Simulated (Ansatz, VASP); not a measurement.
# Two plane-wave programs on TiSi2

File INCAR:

```
SYSTEM = TiSi2
PREC = Accurate ; ENCUT = 520
EDIFF = 1E-7 ; ISMEAR = -1
SIGMA = 0.05 ; LREAL = .False.
LASPH = .True. ; NELM = 60
ALGO = Normal ; ISIF = 2
LWAVE = .False. ; LCHARG = .True.
GGA = PS ; LVHAR = .True.
NBANDS = 29 ; KPAR = 2
```

KPOINTS

```
Automatic mesh
0
Gamma
  7 7 7
  0 0 0
```

The input POSCAR:

```
TiSi2
1.0
    0.0000000000      4.1175163063      4.2628978354
    2.3895119538      0.0000000000      4.2628978354
    2.3895119538      4.1175163063      0.0000000000
Ti Si
2 4
Direct
    0.7298090000      0.7660080000      0.7545160000
    0.5098080000      0.4938000000      0.4881250000
    0.4119000000      0.0886290000      0.4012170000
    0.0879200000      0.4158410000      0.0890560000
    0.1552350000      0.8538540000      0.1646180000
    0.8526370000      0.1494690000      0.8275820000
```

Contents of input.yaml:

```yaml
crystal:
  lattice:
    - [0.0, 4.1175163063, 4.2628978354]
    - [2.3895119538, 0.0, 4.2628978354]
    - [2.3895119538, 4.1175163063, 0.0]
  atoms:
    - { symbol: Ti, position: [0.729809, 0.766008, 0.754516] }
    - { symbol: Ti, position: [0.509808, 0.4938, 0.488125] }
    - { symbol: Si, position: [0.4119, 0.088629, 0.401217] }
    - { symbol: Si, position: [0.08792, 0.415841, 0.089056] }
    - { symbol: Si, position: [0.155235, 0.853854, 0.164618] }
    - { symbol: Si, position: [0.852637, 0.149469, 0.827582] }
hamiltonian:
  xc: pbesol
  pseudopotentials: { kind: paw }
kpoints:
  mp_grid: { grid: [7, 7, 7] }
scf:
  occupations: { method: fermi_dirac, width: 0.05 }
output:
  forces: true
  stress: true
  eigenvalues: true
  write_density: true
  write_potential: true
  elf: true
  volumetric_format: npy
```

Change from the starting cell: atoms moved at random, drawn with an rms of 0.05 Å.

Alike in both runs: task single point; functional PBEsol; k mesh 7 × 7 × 7; occupations fermi-dirac, width 0.05 eV; no spin polarisation.

|  | VASP | Ansatz |
| --- | --- | --- |
| version | VASP 6.6.1 | Ansatz 0.2.0 |
| potentials or method | VASP PAW PBE potentials, release 64 (Ti_sv, Si) | Ansatz PAW |
| plane-wave cutoff (eV) | 520 | 420 |
| valence electrons in the cell | 40 | 40 |

Ansatz gave:

```
gap on the k mesh at the Fermi level (eV)       : none
pressure (GPa)                                  : -1.4
largest component of the traceless stress (GPa) : 1.32
rms of the force components (eV/Å)              : 0.367
```

Q: Which values does VASP return?

A: gap on the k mesh at the Fermi level (eV): none; pressure (GPa): -1.2; largest component of the traceless stress (GPa): 1.32; rms of the force components (eV/Å): 0.369.

Atom by atom the forces differ by 0.002 eV/Å (rms over components). A gap of «none» marks a metal or a gap that the smearing closes. The functional is the same, so the differences come from potentials, cutoffs and numerics.

Caveats: the PAW data sets were made with another functional, which shifts forces and pressure a little (VASP); the PAW data sets come from PBE, with cores solved anew for the run's functional, which leaves a small shift of forces and pressure (Ansatz).
